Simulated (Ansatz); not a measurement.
**Sb monolayer under uniaxial strain along a, the zigzag direction, with the width clamped**

Aim: how do the optical modes of Sb monolayer shift and split under this strain?

Program: Ansatz 0.2.0. Level of theory: DFT PBE, scalar-relativistic, plane waves, PAW; PAW set soft_1. Results are calculated unless marked as measured.

Report form: the programs' logs are mostly left out.

### Step 1. The structure

The cell holds 2 atoms: 2 Sb. Cell: a = 4.120 Å, b = 4.120 Å, c = 27.080 Å, α = 90.0°, β = 90.0°, γ = 120.0°. Vacuum lies along c. The height across the vacuum is the one that the program set for its solve, not the one typed.

### Step 2. Relaxation

Harmonic phonons are second derivatives at a point where the forces vanish, and they are wanted at zero stress, so atoms and cell are relaxed first. The program lengthens the typed cell of 20.0 Å along the normal to 27.1 Å, as its cut-off of the electrostatics needs, and moves no atom.

Contents of input.yaml:

```yaml
crystal:
  lattice:
    - [4.12, 0.0, 0.0]
    - [-2.06, 3.56802, 0.0]
    - [0.0, 0.0, 20.0]
  atoms:
    - { symbol: Sb, position: [0.333333, 0.666667, 0.541] }
    - { symbol: Sb, position: [0.666667, 0.333333, 0.459] }
  periodic: [true, true, false]
kpoints:
  mp_grid: { grid: [9, 9, 1] }
hamiltonian:
  xc: pbe
  pseudopotentials: { kind: paw, azcp: { folder: soft_1 } }
scf:
  occupations: { method: gaussian, width: 0.02 }
output:
  forces: true
  stress: true
  eigenvalues: true
  write_density: true
  write_potential: true
  elf: true
  volumetric_format: npy
relax:
  adjacent_minimum: "off"
  f_tol: 0.005
  max_steps: 80
  cell: { stress_2d_tol: 0.02 }
```

On the command line:

```sh
$ ansatz run input.yaml --threads 4 --pin off --max-ram 16384MiB --backend cpu --events-out ev --progress --plain --runs-dir out
```

It took 7.7 s on 4 threads of Arm Neoverse V1, shared host; peak memory 0.66 GiB; 28 s of CPU time.

Little changed from the start: no atom moved by 0.005 Å and no cell edge by 0.1 %.

Numbers from this step:

```
gap on the k-mesh : 1.310 eV
area per atom     : 7.357 Å²
```

Valence density in the ac plane at fractional y = 0.333, with atoms of Sb within 0.2 Å of it. It is the smooth field of the valence electrons, not physical close to the nuclei.

Values in units of 1e0 e/Å³, 24 rows by 14 columns, each cell a mean:
```
0.0 0.0 0.0 0.0 0.0 0.0 0.0 0.0 0.0 0.0 0.0 0.0 0.0 0.0
0.0 0.0 0.0 0.0 0.0 0.0 0.0 0.0 0.0 0.0 0.0 0.0 0.0 0.0
0.0 0.0 0.0 0.0 0.0 0.0 0.0 0.0 0.0 0.0 0.0 0.0 0.0 0.0
0.0 0.0 0.0 0.0 0.0 0.0 0.0 0.0 0.0 0.0 0.0 0.0 0.0 0.0
0.0 0.0 0.0 0.0 0.0 0.0 0.0 0.0 0.0 0.0 0.0 0.0 0.0 0.0
0.0 0.0 0.0 0.0 0.0 0.0 0.0 0.0 0.0 0.0 0.0 0.0 0.0 0.0
0.0 0.0 0.0 0.0 0.0 0.0 0.0 0.0 0.0 0.0 0.0 0.0 0.0 0.0
0.0 0.0 0.0 0.0 0.0 0.0 0.0 0.0 0.0 0.0 0.0 0.0 0.0 0.0
0.0 0.0 0.0 0.0 0.0 0.0 0.0 0.0 0.0 0.0 0.0 0.0 0.0 0.0
0.0 0.0 0.0 0.0 0.0 0.0 0.0 0.0 0.0 0.0 0.0 0.0 0.0 0.0
0.0 0.0 0.0 0.0 0.0 0.0 0.0 0.0 0.0 0.0 0.0 0.0 0.0 0.0
0.0 0.0 0.0 0.0 0.0 0.0 0.0 0.0 0.0 0.0 0.0 0.0 0.0 0.0
0.0 0.0 0.0 0.0 0.0 0.0 0.0 0.0 0.0 0.0 0.0 0.0 0.0 0.0
0.1 0.1 0.1 0.1 0.1 0.1 0.0 0.0 0.0 0.0 0.0 0.0 0.0 0.1
0.2 0.2 0.2 0.2 0.2 0.2 0.2 0.2 0.2 0.2 0.2 0.2 0.2 0.2
0.2 0.1 0.1 0.1 0.2 0.3 0.6 1.9 6.1 9.0 7.1 3.3 0.8 0.3
0.1 0.0 0.0 0.0 0.1 0.1 0.3 0.7 2.1 3.0 2.4 1.2 0.4 0.2
0.0 0.0 0.0 0.0 0.0 0.0 0.0 0.0 0.0 0.1 0.1 0.0 0.0 0.0
0.0 0.0 0.0 0.0 0.0 0.0 0.0 0.0 0.0 0.0 0.0 0.0 0.0 0.0
0.0 0.0 0.0 0.0 0.0 0.0 0.0 0.0 0.0 0.0 0.0 0.0 0.0 0.0
0.0 0.0 0.0 0.0 0.0 0.0 0.0 0.0 0.0 0.0 0.0 0.0 0.0 0.0
0.0 0.0 0.0 0.0 0.0 0.0 0.0 0.0 0.0 0.0 0.0 0.0 0.0 0.0
0.0 0.0 0.0 0.0 0.0 0.0 0.0 0.0 0.0 0.0 0.0 0.0 0.0 0.0
0.0 0.0 0.0 0.0 0.0 0.0 0.0 0.0 0.0 0.0 0.0 0.0 0.0 0.0
```
Columns run along a (4.1 Å), rows up along c (27.1 Å). Atoms in or near the plane, at fractional coordinates: Sb at (0.67, 0.34).

ELF in the ac plane at fractional y = 0.333, with atoms of Sb within 0.2 Å of it. It is the smooth field of the valence electrons, not physical close to the nuclei.

Values, 24 rows by 14 columns, each cell a mean:
```
0.00 0.00 0.00 0.00 0.00 0.00 0.00 0.00 0.00 0.00 0.00 0.00 0.00 0.00
0.00 0.00 0.00 0.00 0.00 0.00 0.00 0.00 0.00 0.00 0.00 0.00 0.00 0.00
0.00 0.00 0.00 0.00 0.00 0.00 0.00 0.00 0.00 0.00 0.00 0.00 0.00 0.00
0.00 0.00 0.00 0.00 0.00 0.00 0.00 0.00 0.00 0.00 0.00 0.00 0.00 0.00
0.00 0.00 0.00 0.00 0.00 0.00 0.00 0.00 0.00 0.00 0.00 0.00 0.00 0.00
0.00 0.00 0.00 0.00 0.00 0.00 0.00 0.00 0.00 0.00 0.00 0.00 0.00 0.00
0.00 0.00 0.00 0.00 0.00 0.00 0.00 0.00 0.00 0.00 0.00 0.00 0.00 0.00
0.00 0.00 0.00 0.00 0.00 0.00 0.00 0.00 0.00 0.00 0.00 0.00 0.00 0.00
0.00 0.00 0.00 0.00 0.00 0.00 0.00 0.00 0.00 0.00 0.00 0.00 0.00 0.00
0.00 0.00 0.00 0.00 0.00 0.00 0.00 0.00 0.00 0.00 0.00 0.00 0.00 0.00
0.00 0.00 0.00 0.00 0.00 0.00 0.00 0.00 0.00 0.00 0.00 0.00 0.00 0.00
0.01 0.02 0.03 0.03 0.02 0.01 0.00 0.00 0.00 0.00 0.00 0.00 0.00 0.01
0.20 0.29 0.35 0.32 0.22 0.13 0.04 0.02 0.01 0.00 0.00 0.01 0.03 0.09
0.53 0.61 0.65 0.63 0.56 0.42 0.21 0.10 0.05 0.04 0.05 0.07 0.18 0.33
0.51 0.47 0.44 0.46 0.50 0.52 0.46 0.38 0.30 0.28 0.29 0.34 0.44 0.51
0.50 0.37 0.28 0.32 0.47 0.52 0.41 0.28 0.13 0.11 0.12 0.21 0.39 0.49
0.44 0.18 0.06 0.10 0.37 0.59 0.63 0.57 0.46 0.41 0.44 0.53 0.62 0.63
0.17 0.04 0.01 0.02 0.12 0.33 0.58 0.70 0.76 0.78 0.77 0.73 0.62 0.44
0.01 0.00 0.00 0.00 0.01 0.03 0.09 0.15 0.21 0.23 0.22 0.18 0.10 0.05
0.00 0.00 0.00 0.00 0.00 0.00 0.00 0.01 0.01 0.01 0.01 0.01 0.00 0.00
0.00 0.00 0.00 0.00 0.00 0.00 0.00 0.00 0.00 0.00 0.00 0.00 0.00 0.00
0.00 0.00 0.00 0.00 0.00 0.00 0.00 0.00 0.00 0.00 0.00 0.00 0.00 0.00
0.00 0.00 0.00 0.00 0.00 0.00 0.00 0.00 0.00 0.00 0.00 0.00 0.00 0.00
0.00 0.00 0.00 0.00 0.00 0.00 0.00 0.00 0.00 0.00 0.00 0.00 0.00 0.00
```
Columns run along a (4.1 Å), rows up along c (27.1 Å). Atoms in or near the plane, at fractional coordinates: Sb at (0.67, 0.34).

Electrostatic potential energy in the ac plane at fractional y = 0.333, with atoms of Sb within 0.2 Å of it. With pseudopotentials it is smooth inside the atoms' cores, unlike the true potential.

Ten even steps from '0' (-19 eV) to '9' (0 eV), each cell a mean:
```
99999999999999
99999999999999
99999999999999
99999999999999
99999999999999
99999999999999
99999999999999
99999999999999
99999999999999
99999999999999
99999999999999
99999999999999
99999999999999
88788899999999
66556777666677
78887610000004
89998743111246
99999999999999
99999999999999
99999999999999
99999999999999
99999999999999
99999999999999
99999999999999
```
Columns run along a (4.1 Å; values clipped at the 3rd and 97th percentile), rows up along c (27.1 Å). Atoms in or near the plane, at fractional coordinates: Sb at (0.67, 0.34).

### Step 3. Tight relaxation

Phonons need small forces and stress, so the relaxation is finished with tight tolerances on 9×9×1 k points.

Contents of input.yaml:

```yaml
crystal:
  lattice:
    - [4.1219981202, 0.0, 0.0]
    - [-2.0609990601, 3.5697550865, 0.0]
    - [0.0, 0.0, 27.08]
  atoms:
    - { symbol: Sb, position: [0.3333333333, 0.6666666667, 0.399442123] }
    - { symbol: Sb, position: [0.6666666667, 0.3333333333, 0.3391103142] }
  periodic: [true, true, false]
kpoints:
  mp_grid: { grid: [9, 9, 1] }
hamiltonian:
  xc: pbe
  pseudopotentials: { kind: paw, azcp: { folder: soft_1 } }
scf:
  occupations: { method: fixed }
output:
  forces: true
  stress: true
  eigenvalues: true
relax:
  adjacent_minimum: "off"
  f_tol: 0.001
  max_steps: 60
  cell: { stress_2d_tol: 0.002 }
```

Wall time 8.2 s (4 threads); peak memory 0.66 GiB; 30 s of CPU time.

Little changed from the start: no atom moved by 0.005 Å and no cell edge by 0.1 %.

This step gave:

* gap on the k-mesh: 1.313 eV
* area per atom: 7.362 Å²

The largest force component left is 0.70 meV/Å, within the tolerances set.

### Step 4. Modes at rest

Phonons follow from the second derivative of the energy, found here by linear response.

The modes at rest are the reference of the series.

input.yaml, the sections that differ from step 3:

```yaml
crystal:
  lattice:
    - [4.1232575468, 0.0, 0.0]
    - [-2.0616287734, 3.5708457818, 0.0]
    - [0.0, 0.0, 27.08]
  atoms:
    - { symbol: Sb, position: [0.3333333333, 0.6666666667, 0.3994369938] }
    - { symbol: Sb, position: [0.6666666667, 0.3333333333, 0.3391154434] }
  periodic: [true, true, false]
output:
  eigenvalues: true
phonons:
  method: dfpt
# kpoints, hamiltonian, scf: as in step 3
# relax: removed
```

Wall time 27 s (4 threads); peak memory 1.1 GiB.

This step gave:

* sum-rule residual before enforcement: 1.36e-4 eV/Å²
* point group: -3m
* highest optical mode at the zone centre (no LO-TO term): 198.3 cm⁻¹
* lowest optical zone-centre mode: 158.9 cm⁻¹

Patterns of degenerate modes are one choice out of their space. Modes at Γ:

| mode | frequency (cm⁻¹) | symmetry |
| --- | --- | --- |
| 1 | 0.0 | acoustic |
| 2 | 0.0 | acoustic |
| 3 | 0.0 | acoustic |
| 4 | 158.9 | Eg |
| 5 | 158.9 | Eg |
| 6 | 198.3 | A1g |

Displacements in mode 4 (158.9 cm⁻¹), the largest set to 1:
```
Sb1  1.00  0.00  0.00
Sb2 -1.00  0.00  0.00
```

Displacements in mode 6 (198.3 cm⁻¹), the largest set to 1:
```
Sb1  0.00  0.00  1.00
Sb2  0.00  0.00 -1.00
```

Before it was imposed, the acoustic sum rule was missed by 1.4e-4 eV/Å². Small misses are needed for a sound result but don't prove that mesh and cutoff are converged. The lowest optical mode is real, 159 cm⁻¹.

### Step 5. A member of the series: uniaxial strain of +5 % along a, the zigzag direction, with the width clamped

The cell takes a uniaxial strain of +5 % along a, the zigzag direction, with the width clamped. The cell is held, and the atoms relax in it.

input.yaml, the sections that differ from step 4:

```yaml
crystal:
  lattice:
    - [4.3294204242, 0.0, 0.0]
    - [-2.1647102121, 3.5708457818, 0.0]
    - [0.0, 0.0, 27.08]
  atoms:
    - { symbol: Sb, position: [0.3315610165, 0.663122033, 0.3988888362] }
    - { symbol: Sb, position: [0.6684389835, 0.336877967, 0.339663601] }
  periodic: [true, true, false]
scf:
  occupations: { method: gaussian, width: 0.02 }
output:
  forces: true
  stress: true
  eigenvalues: true
relax:
  adjacent_minimum: "off"
  f_tol: 0.001
  max_steps: 60
# kpoints, hamiltonian: as in step 4
# phonons: removed
```

Elapsed: 13 s, on 4 threads; peak memory 0.71 GiB.

No atom moved by 0.005 Å in the relaxation.

Numbers from this step:

```yaml
gap_on_the_k_mesh: 1.168 eV
area_per_atom: 7.73 Å²
```

The largest force component left is 0.86 meV/Å.

### Step 6. Zone-centre modes of the member: uniaxial strain of +5 % along a, the zigzag direction, with the width clamped

The zone-centre modes follow for uniaxial strain of +5 % along a, the zigzag direction, with the width clamped.

input.yaml, the sections that differ from step 5:

```yaml
crystal:
  lattice:
    - [4.3294204242, 0.0, 0.0]
    - [-2.1647102121, 3.5708457818, 0.0]
    - [0.0, 0.0, 27.08]
  atoms:
    - { symbol: Sb, position: [0.3311417794, 0.6622835588, 0.3987528652] }
    - { symbol: Sb, position: [0.6688582206, 0.3377164412, 0.339799572] }
  periodic: [true, true, false]
scf:
  occupations: { method: fixed }
output:
  eigenvalues: true
phonons:
  method: dfpt
# kpoints, hamiltonian: as in step 5
# relax: removed
```

Wall time 33 s (4 threads); peak memory 1.2 GiB.

Numbers from this step:

- sum-rule residual before enforcement: 2.09e-4 eV/Å²
- point group: 2/m
- highest optical mode at the zone centre (no LO-TO term): 192.0 cm⁻¹
- lowest optical zone-centre mode: 151.5 cm⁻¹

Patterns of degenerate modes are one choice out of their space. Modes at Γ:

| mode | frequency (cm⁻¹) | symmetry |
| --- | --- | --- |
| 1 | 0.0 | acoustic |
| 2 | 0.0 | acoustic |
| 3 | 0.0 | acoustic |
| 4 | 151.5 | Bg |
| 5 | 156.2 | Ag |
| 6 | 192.0 | Ag |

The lowest optical mode is real, 151 cm⁻¹, and the highest lies at 192.0 cm⁻¹.

For the highest optical mode at the zone centre (no LO-TO term), step 4 gave 198 cm⁻¹; this run, with strain 5 %, gives 192 cm⁻¹ (-3 %).

### Step 7. Relaxation of a member: uniaxial strain of -3 % along a, the zigzag direction, with the width clamped

The cell takes a uniaxial strain of -3 % along a, the zigzag direction, with the width clamped. The cell is held, and the atoms relax in it.

Contents of input.yaml:

```yaml
crystal:
  lattice:
    - [3.9995598203, 0.0, 0.0]
    - [-1.9997799102, 3.5708457818, 0.0]
    - [0.0, 0.0, 27.08]
  atoms:
    - { symbol: Sb, position: [0.3342752196, 0.6685504393, 0.3997102927] }
    - { symbol: Sb, position: [0.6657247804, 0.3314495607, 0.3388421445] }
  periodic: [true, true, false]
kpoints:
  mp_grid: { grid: [9, 9, 1] }
hamiltonian:
  xc: pbe
  pseudopotentials: { kind: paw, azcp: { folder: soft_1 } }
scf:
  occupations: { method: gaussian, width: 0.02 }
output:
  forces: true
  stress: true
  eigenvalues: true
relax:
  adjacent_minimum: "off"
  f_tol: 0.001
  max_steps: 60
```

Elapsed: 11 s, on 4 threads; peak memory 0.67 GiB; 43 s of CPU time.

Relaxation path:

| step | energy less that of the first step (eV) | largest force component (eV/Å) |
| --- | --- | --- |
| 1 | 0.0000 | 0.0701 |
| 2 | 0.0009 | 0.1458 |
| 3 | -0.0004 | 0.0028 |
| 4 | -0.0004 | 0.0005 |

Relaxation step 2 was tried and not accepted.

The run keeps the 4 symmetry operations that it works with, so distortions that break them were not tested.

Final coordinates:

```cif
data_structure
_symmetry_space_group_name_H-M 'P 1'
_symmetry_Int_Tables_number 1
_cell_length_a 3.9996
_cell_length_b 4.0927
_cell_length_c 27.0800
_cell_angle_alpha 90.000
_cell_angle_beta 90.000
_cell_angle_gamma 119.250
_cell_volume 386.75
loop_
_atom_site_label
_atom_site_type_symbol
_atom_site_fract_x
_atom_site_fract_y
_atom_site_fract_z
_atom_site_occupancy
Sb1 Sb 0.33477 0.66954 0.39985 1
Sb2 Sb 0.66523 0.33046 0.33870 1
```

This step gave:

| Item | Value |
| --- | --- |
| gap on the k-mesh | 0.9563 eV |
| area per atom | 7.141 Å² |

The largest force component left is 0.49 meV/Å.

### Step 8. Modes of this member: uniaxial strain of -3 % along a, the zigzag direction, with the width clamped

The zone-centre modes follow for uniaxial strain of -3 % along a, the zigzag direction, with the width clamped.

input.yaml, the sections that differ from step 7:

```yaml
crystal:
  lattice:
    - [3.9995598203, 0.0, 0.0]
    - [-1.9997799102, 3.5708457818, 0.0]
    - [0.0, 0.0, 27.08]
  atoms:
    - { symbol: Sb, position: [0.3347678701, 0.6695357403, 0.3998474944] }
    - { symbol: Sb, position: [0.6652321299, 0.3304642597, 0.3387049428] }
  periodic: [true, true, false]
scf:
  occupations: { method: fixed }
output:
  eigenvalues: true
phonons:
  method: dfpt
# kpoints, hamiltonian: as in step 7
# relax: removed
```

Elapsed: 35 s, on 4 threads; peak memory 1.1 GiB.

This step gave:

| Quantity | Value |
| --- | --- |
| sum-rule residual before enforcement | 8.87e-5 eV/Å² |
| highest optical mode at the zone centre (no LO-TO term) | 202.3 cm⁻¹ |
| lowest optical zone-centre mode | 160.1 cm⁻¹ |

Patterns of degenerate modes are one choice out of their space. Modes at Γ:

| mode | frequency (cm⁻¹) | symmetry |
| --- | --- | --- |
| 1 | 0.0 | acoustic |
| 2 | 0.0 | acoustic |
| 3 | 0.0 | acoustic |
| 4 | 160.1 | Ag |
| 5 | 162.1 | Bg |
| 6 | 202.3 | Ag |

The lowest optical mode is real, 160 cm⁻¹, and the highest lies at 202.3 cm⁻¹.

### Step 9. All members side by side

The members are set side by side, also those not shown above.

Energies are extrapolated to zero smearing, and E0 is that at rest; the cell is clamped and the atoms are relaxed. State of the crystal along the series:

| strain (%) | E - E0 (meV/atom) | gap on mesh (eV) |
| --- | --- | --- |
| -3 | 7.114 | 0.9563 |
| -2 | 3.085 | 1.082 |
| -1 | 0.751 | 1.2 |
| 0 | 0 | 1.313 |
| 1 | 0.7248 | 1.284 |
| 2 | 2.832 | 1.254 |
| 3 | 6.229 | 1.226 |
| 4 | 10.84 | 1.197 |
| 5 | 16.57 | 1.168 |

Optical modes are counted from below at rest and tracked from member to member by their patterns, and modes that stay within 0.3 cm⁻¹ of each other stand once; labels, where given, are those at rest, then, where named, those of the strained cell; the cell is clamped and the atoms are relaxed. Optical modes along the series:

| strain (%) | optical mode 1 Eg to Bg single part (cm⁻¹) | optical mode 2 Eg to Ag single part (cm⁻¹) | optical mode 3 A1g to Ag (cm⁻¹) |
| --- | --- | --- | --- |
| -3 | 162.1 | 160.1 | 202.3 |
| -2 | 161.2 | 159.8 | 201 |
| -1 | 160.1 | 159.4 | 199.7 |
| 0 | 158.9 | 158.9 | 198.3 |
| 1 | 157.7 | 158.5 | 197.1 |
| 2 | 156.3 | 158 | 195.8 |
| 3 | 154.8 | 157.4 | 194.5 |
| 4 | 153.2 | 156.8 | 193.2 |
| 5 | 151.5 | 156.2 | 192 |

Value and slope at zero strain of a cubic (a lower polynomial where under five rows exist) through the rows within 2 % of rest. Slopes at rest:

| mode | frequency (cm⁻¹) | shift per percent of strain (cm⁻¹) |
| --- | --- | --- |
| optical mode 1 Eg to Bg single part | 158.9 | -1.23 |
| optical mode 2 Eg to Ag single part | 158.9 | -0.43 |
| optical mode 3 A1g to Ag | 198.4 | -1.3 |

### Step 10. What came out

```json
{"members": "9", "highest optical mode at the zone centre (no LO-TO term), at rest": "198.3 cm⁻¹", "optical mode 1 Eg to Bg single part, shift per percent": "-1.23 cm⁻¹", "optical mode 2 Eg to Ag single part, shift per percent": "-0.43 cm⁻¹", "optical mode 3 A1g to Ag, shift per percent": "-1.30 cm⁻¹"}
```

In words: The strain lowers the symmetry: the level at 158.9 cm⁻¹ splits, into 151.5 and 156.2 cm⁻¹ at +5 %. The fastest shift in the table of slopes is -1.3 cm⁻¹ for each percent (optical mode 3 A1g to Ag). The width is clamped, so the contraction across the strain that a free sheet shows is left out. These are harmonic frequencies at zero temperature: anharmonic shifts, linewidths and thermal expansion are left out. Spin-orbit coupling is left out, which can matter for the heavy elements here. The starting cell was built on a prototype and not taken from a measurement. Only the zone centre was solved, so an instability at another wavevector cannot show here. In a sheet the LO-TO splitting vanishes at the zone centre, so no such term is missing here.

[Logs are printed without paths, hosts, clocks, repeated set-up lines and the standing remarks that a program may print on its own settings, such as how far it seeks lower states.]

[Hosts, paths, dates, database ids (printed as entryN), source tags and the programs' standing remarks are cut or masked in the printed files.]
